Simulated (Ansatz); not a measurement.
# SnO: the cost of one run

Computed with Ansatz 0.2.0 (DFT PBE+D3(BJ), scalar-relativistic, plane waves, PAW, unless a step's input says otherwise).

## Step 1: Starting point

It takes space group Aem2 (No. 39, orthorhombic). The conventional cell has a = 19.328 Å, b = 5.474 Å, c = 5.476 Å, α = 90.00°, β = 90.00°, γ = 90.00°. Sn (site symmetry m) has 4 O at 2.25 to 2.26 Å as nearest neighbours. O (site symmetry 2) is surrounded by 4 Sn at 2.25 to 2.26 Å.

Structure file:

```
CELL_PARAMETERS angstrom
3.87120 0.00000 0.00000
-0.00125 3.87120 0.00000
0.00000 0.00000 19.32770
ATOMIC_POSITIONS crystal
Sn 0.76345 0.23655 0.43978
O 0.26194 0.23806 0.50000
O 0.76194 0.73806 0.50000
Sn 0.26345 0.73655 0.56022
```

Free-standing sheet.

## Step 2: Relaxing the sheet and its cell in the plane

Contents of input.yaml:

```yaml
crystal:
  lattice:
    - [3.8712032, 0.0, 0.0]
    - [-0.00125016, 3.871203, 0.0]
    - [0.0, 0.0, 19.3277038194]
  atoms:
    - { symbol: Sn, position: [0.763453, 0.236547, 0.4397832293] }
    - { symbol: O, position: [0.261944, 0.238056, 0.5] }
    - { symbol: O, position: [0.761944, 0.738056, 0.5] }
    - { symbol: Sn, position: [0.263453, 0.736547, 0.5602167707] }
basis:
  ecutwfc: 420.0
  fft_grid_basis: typed
kpoints:
  mp_grid: { grid: [9, 9, 1] }
hamiltonian:
  xc: pbe
  dispersion: d3bj
  pseudopotentials: { kind: paw }
scf:
  occupations: { method: gaussian, width: 0.05 }
output:
  forces: true
  eigenvalues: true
  stress: true
efield:
  axis: 3
  dipole_correction: true
  ramp_width: 0.04
relax:
  adjacent_minimum: "off"
  f_tol: 0.02
  max_steps: 60
  cell: { fix: [c, alpha, beta], stress_tol: 0.05 }
```

Run with:

```bash
$ ansatz run input.yaml --threads 4 --pin off --max-ram 8847MiB --backend cpu --events-out ev --progress --plain --runs-dir out
```

Q: Estimate wall time and peak memory on 4 threads of AMD EPYC 9R45 (Zen 5), shared host.

About 7.2 s, with a peak of 0.66 GiB.
